## Question

Tin diselenide, SnSe₂, is a layered semiconductor. The table gives its gap, the energy from the highest filled to the lowest empty orbital, with the atoms held in the same places throughout. The column "rung" sorts the density functionals by what they use: LDA the local electron density, GGA also its gradient, meta-GGA also the kinetic energy density of the orbitals.

Orbital band gaps of SnSe₂ (P-3m1, 3-atom cell) from Kohn–Sham DFT at fixed geometry, without spin polarization or spin–orbit coupling. All runs use an 8×8×5 k mesh and Fermi–Dirac smearing of 0.05 eV; Kmax is in bohr⁻¹. Gaps are read along the band path, except in the two ABINIT rows, which give the gap on the k mesh.

```
   method      rung  program                            potentials     basis  gap (eV)
       BH       LDA    FLEUR                          all electron  4.3 Kmax     0.615
      LDA       LDA    FLEUR                          all electron  4.3 Kmax     0.611
LDA-Teter       LDA   ABINIT                   JTH PAW LDA v2.0 sp    408 eV     0.635
  LDA-VWN       LDA   ABINIT                   JTH PAW LDA v2.0 sp    408 eV     0.637
       PZ       LDA    FLEUR                          all electron  4.3 Kmax     0.609
     AM05       GGA     VASP  VASP PAW PBE potentials, recommended    520 eV     0.691
      PBE       GGA   Ansatz                            Ansatz PAW    420 eV     0.729
     PW91       GGA    FLEUR                          all electron  4.3 Kmax     0.734
     RPBE       GGA   SIESTA            PseudoDojo 0.4 standard NC       DZP     0.736
     SCAN  meta-GGA     VASP  VASP PAW PBE potentials, recommended    520 eV     0.977
   r2SCAN  meta-GGA     VASP  VASP PAW PBE potentials, recommended    520 eV     1.027
    rSCAN  meta-GGA     VASP  VASP PAW PBE potentials, recommended    520 eV     1.014
```

The gap can be read in two ways. The bands may be searched along lines through the space of wave vectors (the path), or only at the grid points on which the density was computed (the mesh). The same calculations also give the smallest gap on the mesh and the direct gap at Γ, the point of zero wave vector. Five of the twelve runs are shown here:

| Run | Gap on the mesh (eV) | Direct gap at Γ (eV) |
|---|---|---|
| LDA, FLEUR | 0.676 | 0.883 |
| LDA-VWN, ABINIT | 0.637 | 0.842 |
| PW91, FLEUR | 0.793 | 1.068 |
| AM05, VASP | 0.774 | 1.068 |
| SCAN, VASP | 1.049 | 1.447 |

(a) The two ABINIT rows show the largest LDA gaps, but they are read on the mesh. Why can the mesh and the path give different gaps, and which program gives the larger LDA gap when both are read on the mesh?

(b) Does the gap depend on the rung by more than the programs disagree?

(c) Why does the gap grow from LDA to GGA to meta-GGA when no atom moves?

(d) Does a higher rung simply lift all empty states by the same energy?

## Model answer

**(a)** The mesh can miss the edges of the gap, and when both programs are read on the mesh, FLEUR gives the larger LDA gap. The size of the effect can be taken from the ten rows with path gaps, which are lower than their own mesh gaps by about 0.06 to 0.08 eV. The direct gap shows the same mismatch between the printed LDA values: the ABINIT value lies about 0.2 eV below it, as the mesh gap of FLEUR LDA does, whereas the path gap of FLEUR LDA lies 0.27 eV below. The ABINIT rows therefore cannot be ranked against the FLEUR rows as printed.

The difference arises because the edges of the gap can lie between the points of the mesh. The gap is indirect: the lowest empty state lies at another wave vector than the highest filled one. In SnSe₂ that empty state is known to lie near L, on the boundary of the zone of wave vectors. A mesh that starts at Γ and has five divisions across the layers has no point at the height of L, so it can miss the lowest empty state by a little. The highest filled state lies away from Γ as well, and the mesh misses it too. In FLEUR LDA this filled state accounts for the larger part of the difference between mesh and path.

Compared on the mesh, ABINIT lies about 0.04 eV below FLEUR, and the printed order is reversed. The direct gap at Γ, a point that both programs share, differs by the same amount. This offset may come from the potentials. For example, ABINIT keeps the Sn 4d electrons frozen in the core, while the other programs let them respond. No run with these electrons released in ABINIT tests this.

The order holds for the mesh only. Along its own band path, ABINIT gives LDA-VWN a gap that is larger than its mesh gap, and larger than the path gap of FLEUR LDA. The mesh correction of FLEUR therefore cannot be carried over to ABINIT. The two paths are not the same, however: FLEUR also follows the line from L to M, which the ABINIT path leaves out. If the lowest empty state lies on that line, the ABINIT path misses it, while the mesh has points there. This would explain the larger path gap, but only a run along the same path could confirm it.

**(b)** Yes. With all twelve gaps taken on the mesh, the lowest GGA value lies 0.09 eV above the highest LDA value, and the lowest meta-GGA value lies 0.24 eV above the highest GGA value. The two programs used for LDA differ there by only 0.04 eV. The four GGA rows, each with its own functional and spread over four programs, cover a similar range. The k mesh is fairly coarse, and the basis sizes are usual working values rather than converged limits, so differences of a few hundredths of an eV between programs also contain numerical error. The steps between the rungs are larger than that.

Steps inside one program are cleaner evidence, because the program then cancels. In FLEUR the path gap grows by 0.12 eV from LDA to PW91. In VASP it grows by 0.29 eV from AM05 to SCAN. The order of the rungs is thus a property of the functionals and not of the codes.

**(c)** The two edges of the gap are made of different orbitals. In SnSe₂ the highest filled states are mainly Se 4p. The lowest empty states are Sn 5s mixed with Se 4p in an antibonding way, with a node between the atoms. A functional that raises the Sn 5s level relative to Se 4p opens the gap even in a rigid crystal.

The computed levels at Γ fit this picture. From AM05 to SCAN the lowest empty level moves away from the filled ones by 0.38 eV, while the spacing among the upper filled levels changes by only about 0.03 eV. The filled group keeps its shape, and the distance to the empty states grows. The next empty level rises even more, by 0.51 eV, so the opening is not special to the lowest empty state.

From LDA to GGA, the potential begins to respond to how steeply the density varies. The density varies differently in the regions where the Sn 5s and the Se 4p orbitals lie, so the two levels can shift by different amounts. This is a plausible cause, which the runs do not test separately. In FLEUR the step to PW91 also takes about 0.03 electrons out of the sphere around Sn and adds about 0.02 to each Se sphere. That agrees with a more polar bond, although part of the change could already be present in the free atoms.

From GGA to meta-GGA, theory supplies a further reason. The true gap compares removing an electron with adding one, and the exact potential jumps by a constant when the added electron arrives. The orbital gap of an LDA or GGA leaves this jump out. A meta-GGA depends on the orbitals through their kinetic energy density. Its potential therefore contains a term that acts on the slope of each orbital, and its orbital gap can include part of the jump. This is a likely reason why the second step is larger than the first, though no run here tests it separately.

**(d)** No. Let D be the direct gap at Γ and E the gap on the path. If every empty state rose by the same energy and the filled states kept their places, E would always equal D minus a constant. Any increase in D would then appear in full in E.

SCAN provides the test. From AM05 to SCAN, D grows by 0.379 eV, so an equal lift predicts E = 0.691 + 0.379 = 1.070 eV. The calculation gives 0.977 eV. The likely reason is that the empty states near the zone boundary, which set the gap, have risen less than the one at Γ. A shift of the highest filled state, which also lies away from Γ, could contribute. The two lowest empty levels at Γ itself show the unequal lift without this doubt: they rise by 0.38 and 0.51 eV.

A straight line allows for this difference. A least-squares fit to the ten rows with path gaps gives

E ≈ 0.03 eV + 0.65 D.

For SCAN this yields 0.03 + 0.65 × 1.447 = 0.97 eV, close to the computed value, though SCAN was one of the rows used in the fit. Over the ten rows the typical error is 0.02 eV, against 0.09 eV for an equal lift with its constant chosen as well as possible. Across these rows, roughly two thirds of a change at Γ reaches the gap; inside VASP, from AM05 to SCAN, the share is about three quarters.

## Remarks on the reasoning

The decisive move in (a) is to bring both programs to the same reading before comparing them. In FLEUR LDA the two readings differ by about 0.06 eV, half of the step from LDA to PW91, which is enough to reverse the order of the programs. The word "path" alone does not ensure a common reading either, because the band paths of the two programs cover different lines. An engineer who collects gaps from several sources meets the same trap: a value read on a coarse grid and one read along the bands are different quantities, even under the same heading.

A good answer to (b) also notes what the comparison inside VASP does and does not control. AM05 and the meta-GGAs share one program and one set of potentials, so the step between them does not come from a change of either. Those potentials were made for PBE, however, and the error of using them may be larger for a meta-GGA than for AM05. All three meta-GGA rows share this uncertainty.

In (d), the line has one more adjustable constant than the equal lift and would fit better in any case. The stronger argument comes from the steps within a program, where the path gap grows less than the direct gap in both FLEUR and VASP. The line is a summary of these runs, and its two constants have no separate physical meaning.

Its weak point is visible in the table of the question. PW91 and AM05 have the same direct gap, yet their path gaps differ by 0.04 eV, and no function of D alone can give both. Why states rise unequally is a matter for conjecture; a likely reason is that they contain different shares of Sn and Se orbitals.

An answer should not rank the functionals by quality. The trend shows which functional gives the larger orbital gap in this fixed cell, not which one is closer to experiment. The cell was not relaxed in any run, and sizeable forces remain on the Se atoms wherever forces were printed, so the gaps belong to this geometry. Spin–orbit coupling, left out of every run, would also shift the absolute values, since Sn and Se are fairly heavy.

For a related compound, the useful questions are the same. Are the two edges built from different orbitals, and does the functional act on the orbitals themselves or only through the density? If the two edges differ in character and the atoms stay fixed, a modest opening from LDA to GGA and a larger one with a meta-GGA is the reasonable first guess.
